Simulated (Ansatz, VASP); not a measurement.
**One calculation of Nb, two programs**

```xyz
1
Lattice="-1.6548 1.6548 1.6548 1.6548 -1.6548 1.6548 1.6548 1.6548 -1.6548" Properties=species:S:1:pos:R:3 pbc="T T T"
Nb    0.0000    0.0000    0.0000
```

Alike in both runs: task single point; functional PBE; k mesh 13 × 13 × 13; occupations fermi-dirac, width 0.2 eV; no spin polarisation.

```csv
,VASP,Ansatz
version,VASP 6.6.1,Ansatz 0.2.0
potentials or method,"VASP PAW PBE potentials, release 64 (Nb_sv)","plane waves (420 eV) with PAW, scalar-relativistic"
plane-wave cutoff (eV),520,420
valence electrons in the cell,13,13
```

Ansatz gave:

| Quantity | Value |
| --- | --- |
| pressure (GPa) | 0.8 |

Which values does VASP return?

Pressure (GPa): 0.5.

With one functional, cell and mesh, what is left measures potentials, basis and numerics.
